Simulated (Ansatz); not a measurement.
# MgSi (P4/mmm) in Ansatz: notebook

The runs below take MgSi through band structure, with LDA, PBEsol.

All numbers are computed with Ansatz 0.2.0; they aren't measurements. Logs are shortened: lines on timing, memory, paths and dates and some standing lists are left out, and cuts for length are marked.

### Step 1. The structure

The structure is tetragonal, space group P4/mmm (No. 123). The conventional cell has a = 2.908 Å, b = 2.908 Å, c = 4.103 Å, α = 90.00°, β = 90.00°, γ = 90.00°. Si (site symmetry 4/mmm) is surrounded by 8 Mg at 2.90 Å and 4 Si at 2.91 Å. Mg (site symmetry 4/mmm) has 8 Si at 2.90 Å and 4 Mg at 2.91 Å as nearest neighbours.

The cell comes from a database or a generator and needn't be the stable form of this composition.

### Step 2. Band structure, LDA

Contents of input.yaml:

```yaml
crystal:
  lattice:
    - [2.908394, 0.0, 0.0]
    - [0.0, 2.908394, 0.0]
    - [0.0, 0.0, 4.103427]
  atoms:
    - { symbol: Si, position: [0.5, 0.5, 0.5] }
    - { symbol: Mg, position: [0.0, 0.0, 0.0] }
kpoints:
  mp_grid: { grid: [9, 9, 7] }
  band_path:
    path:
      - [0.0, 0.0, 0.0]
      - [0.0, 0.5, 0.0]
      - [0.5, 0.5, 0.0]
      - [0.0, 0.0, 0.0]
      - [0.0, 0.0, 0.5]
      - [0.0, 0.5, 0.5]
      - [0.5, 0.5, 0.5]
      - [0.0, 0.0, 0.5]
    npoints: 6
scf:
  occupations: { method: fermi_dirac, width: 0.05 }
hamiltonian:
  xc: lda
  pseudopotentials: { kind: all_electron, lapw: { basis_error: 0.001 } }
output:
  forces: true
  stress: true
  eigenvalues: true
```

Potentials or basis: all-electron LAPW, scalar-relativistic.

On the command line:

```sh
$ ansatz run input.yaml --threads 1 --pin off --max-ram 3072MiB --backend cpu --events-out ev --progress --plain --runs-dir out
```

Output:

```text
Warning: RAYON_NUM_THREADS=1 ignored (pool sized by the plan → 1); use --threads N
LAPW: plane waves up to 6.054 Å⁻¹, error target 1.0e-3 eV per atom; small_component_spin mean_spin; Mg in spheres of 1.454 Å, 10 of its electrons in bands, Dirac shells []; Si in spheres of 1.451 Å, 12 of its electrons in bands, Dirac shells [] (how accurate: hamiltonian.pseudopotentials.lapw.basis_error, Limitations)
Engine: ansatz 0.2.0, x86_64-unknown-linux-gnu
Pseudopotentials: kind: all_electron
Pseudopotential: Si, LAPW, valence charge 12, lapw/all_electron/scalar/gaussian/Si, Koelling and Harmon's equation, gaussian nucleus
Pseudopotential: Mg, LAPW, valence charge 10, lapw/all_electron/scalar/gaussian/Mg, Koelling and Harmon's equation, gaussian nucleus
Functional definition: SPW92
  exchange = slater_x
  correlation = pw_c
Crystal: 2 atoms, lattice volume = 34.710 Å³
Basis set: ecut = 139.66032200341914 eV, 123 PW (Γ), exchange–correlation at level 2
Bands: 15, of which v1, the nominal top of the filled ones, is band 11 counted from 1 (10 counted from 0)
Symmetry: 16 space group operations
Space group: P4/mmm (ITA 123), of the structure as read, at distance tolerance 3.3e-5 Å
k-points: 60 of 567
Non-local potential: Si, projectors of the file, none
Non-local potential: Mg, projectors of the file, none
Initial density: superposition of atomic densities (chi_scale 0.1, normalization cell, long waves kept (reshape's long-wave potential 0.00 eV rms))
Initial wavefunctions: plane waves of lowest kinetic energy (no species holds an atomic orbital)
Functional: x = slater, c = lda
iter 1 solved again at ethr=1.65e-3 eV; its pass at ethr=1.00e-1 eV (dr2=3.63e-1 eV) is discarded
SCF iter   1: F=—  HF=-13294.418650 eV  |F-HF|=—  |Δ(HF+E_count)|=         —  Δρ=2.10e-2  dr2=3.64e-1  ethr=1.65e-3  ⟨swp⟩=2.1  Hψ=6388  notcnv=0
preconditioner: auto → none  [metal: Δε(μ)=0.036 eV  Ē_g=9.063 eV  σ=0.050 eV  W_gap=0.18  n_scr=6 (ndim 8)  ℏωp=15.4 eV  f_vac=0.000  D(μ)=0.92/eV (n_scr^D=6)  sad-step TF]
SCF iter   2: F=—  HF=-13294.323584 eV  |F-HF|=—  |Δ(HF+E_count)|=   9.51e-2  Δρ=1.37e-2  dr2=1.60e-1  ethr=1.65e-3  ⟨swp⟩=2.0  Hψ=2810  notcnv=0
iter 3 solved again at ethr=4.14e-5 eV; its pass at ethr=7.29e-4 eV (dr2=9.10e-3 eV) is discarded
SCF iter   3: F=—  HF=-13294.277647 eV  |F-HF|=—  |Δ(HF+E_count)|=   4.59e-2  Δρ=3.04e-3  dr2=9.15e-3  ethr=4.14e-5  ⟨swp⟩=2.0  Hψ=4738  notcnv=0  defer=1
SCF iter   4: F=—  HF=-13294.273952 eV  |F-HF|=—  |Δ(HF+E_count)|=   3.70e-3  Δρ=9.16e-4  dr2=9.92e-4  ethr=4.14e-5  ⟨swp⟩=2.9  Hψ=2872  notcnv=0
SCF iter   5: F=—  HF=-13294.273568 eV  |F-HF|=—  |Δ(HF+E_count)|=   3.84e-4  Δρ=2.49e-4  dr2=6.92e-5  ethr=4.51e-6  ⟨swp⟩=2.0  Hψ=2582  notcnv=0
SCF iter   6: F=—  HF=-13294.273547 eV  |F-HF|=—  |Δ(HF+E_count)|=   2.12e-5  Δρ=3.70e-5  dr2=1.38e-6  ethr=3.14e-7  ⟨swp⟩=2.1  Hψ=2589  notcnv=0
SCF iter   7: F=-13294.273547 eV  HF=-13294.273547 eV  |F-HF|=3.71e-9  |Δ(HF+E_count)|=   3.99e-7  Δρ=2.00e-6  dr2=2.99e-9  ethr=6.25e-9  ⟨swp⟩=2.3  Hψ=2600  notcnv=0
SCF 1 converged in 7 iterations: F = -13294.273547 eV  dr2 = 2.99e-9
NSCF: frozen V_eff on 43 k-points
SCF converged after 7 iterations
Free energy (F): -13294.273547 eV
Harris-Foulkes:  -13294.273547 eV  (|F-HF|=3.71e-9)
Internal energy: -13294.266324 eV  (E = F + TS)
E sigma→0 (E₀):  -13294.269935 eV
Entropy (-TS):   -0.007223 eV (-3.611 meV/atom)
Fermi energy:    8.595540 eV
--- Per-component energies (eV) ---
  E_band       = -1053.115780
  E_kinetic    = 13307.685519
  E_xc         = -964.814796
  E_electrostatic = -25637.137047  (all electrons and nuclei)
  E_smearing   = -0.007223  (= −TS)
  E_closure    = 0.000000  (closes the sum)
  E_atoms      = -13286.708862  (free atoms, spherical and without spin; not in F)
  Σ components = -13294.273547   (vs F -13294.273547, Δ=0.00e0)
  Basis errors (estimates in eV, not in F): energy 2.1e-4 per atom: plane waves 1.8e-4 (9.2e-5 summed), levels above the bands 2.4e-48, relativity 6.5e-10, radial functions 2.8e-5, core shells 6.9e-12; eigenvalues (radial functions only) 3.9e-6; not estimated: angular momenta, meshes, grids; target (lapw.basis_error) 1.0e-3; muffin-tin radii Mg 1.454 Å, Si 1.451 Å
--- Forces (eV/Å), atoms counted from 1 ---
  atom   1  Si     0.00000000     0.00000000     0.00000000
  atom   2  Mg     0.00000000     0.00000000     0.00000000
  max |Σ_I F_I| component: 1.11e-31 eV/Å
--- Stress (GPa, compression-positive) ---
       -1.074756       0.000000       0.000000
        0.000000      -1.074756       0.000000
        0.000000       0.000000      -7.429550
  P = ⅓ Tr σ = -3.1930 GPa (-31.930 kbar)
--- Band table (eV; the first three rows and the last of 60) ---
  k-point 0: bands = ["-124.7560", "-81.6210", "-81.6210", "-81.5844", "-66.7834", "-34.1913", "-34.1884", "-34.1884", "-2.5019", "5.9152", "7.6996", "13.0266", "13.0266", "14.1907", "16.9711"]
  k-point 1: bands = ["-124.7560", "-81.6210", "-81.6210", "-81.5844", "-66.7834", "-34.1916", "-34.1884", "-34.1884", "-2.3622", "4.5033", "9.4521", "13.1038", "13.1038", "14.3505", "17.1082"]
  k-point 2: bands = ["-124.7560", "-81.6210", "-81.6210", "-81.5844", "-66.7834", "-34.1920", "-34.1884", "-34.1884", "-1.9823", "2.8572", "12.1479", "13.2976", "13.2976", "14.8088", "17.4780"]
  k-point 59: bands = ["-124.7557", "-81.6226", "-81.6226", "-81.5842", "-66.7759", "-34.2300", "-34.2299", "-34.1826", "4.3876", "6.4938", "6.9358", "7.6517", "10.1478", "10.4144", "10.5626"]
```

It took 4.9 s on 1 thread of AMD EPYC 7R43 (Zen 3), shared host; peak memory 0.28 GiB.

Results:

```yaml
Free_energy: -13294.2735 eV
Pressure: -3.2 GPa
Band_gap_along_the_path: none (metal or under the smearing width)
```

Stress tensor (GPa, compression positive):
```
-1.07  0.00  0.00
 0.00 -1.07  0.00
 0.00  0.00 -7.43
```

Levels at the corners of the path, in eV from the Fermi level:
```csv
point,band 9,band 10,band 11,band 12,band 13,band 14
Γ,-11.10,-2.68,-0.90,4.43,4.43,5.60
X,-7.76,-5.72,0.01,2.59,3.02,4.14
M,-4.30,-2.92,-2.92,0.53,2.84,5.71
Γ,-11.10,-2.68,-0.90,4.43,4.43,5.60
Z,-10.07,-6.98,4.91,4.91,6.96,7.61
R,-6.90,-4.72,-3.65,-1.50,7.14,9.83
A,-3.33,-2.15,-2.15,-0.47,1.32,1.32
Z,-10.07,-6.98,4.91,4.91,6.96,7.61
```

### Step 3. Band structure, PBEsol

input.yaml, as its differences from that of step 2:

```diff
@@ -24,3 +24,3 @@
 hamiltonian:
-  xc: lda
+  xc: pbesol
   pseudopotentials: { kind: all_electron, lapw: { basis_error: 0.001 } }
```

Potentials or basis: all-electron LAPW, scalar-relativistic.

On the command line:

```sh
$ ansatz run input.yaml --threads 1 --pin off --max-ram 3072MiB --backend cpu --events-out ev --progress --plain --runs-dir out
```

Wall time 5.1 s (1 thread of AMD EPYC 7R43 (Zen 3), shared host); peak memory 0.28 GiB.

It converged, with:

- Free energy: -13317.4661 eV
- Pressure: -1.5 GPa
- Band gap along the path: none (metal or under the smearing width)

Stress tensor (GPa, compression positive):
```
 0.55  0.00  0.00
 0.00  0.55  0.00
 0.00  0.00 -5.67
```

Levels at the corners of the path, in eV from the Fermi level:
```tsv
point	band 7	band 8	band 9	band 10	band 11	band 12	band 13	band 14	band 15
Γ	-42.64	-42.64	-11.12	-2.70	-0.87	4.48	4.48	5.55	8.44
X	-42.64	-42.64	-7.76	-5.75	0.00	2.61	3.00	4.22	6.66
M	-42.69	-42.64	-4.26	-2.95	-2.95	0.51	2.86	5.68	5.68
Γ	-42.64	-42.64	-11.12	-2.70	-0.87	4.48	4.48	5.55	8.44
Z	-42.64	-42.64	-10.10	-7.00	4.96	4.96	6.90	7.70	8.57
R	-42.64	-42.64	-6.89	-4.77	-3.68	-1.47	7.23	9.95	10.52
A	-42.69	-42.64	-3.26	-2.17	-2.17	-0.51	1.32	1.32	1.43
Z	-42.64	-42.64	-10.10	-7.00	4.96	4.96	6.90	7.70	8.57
```
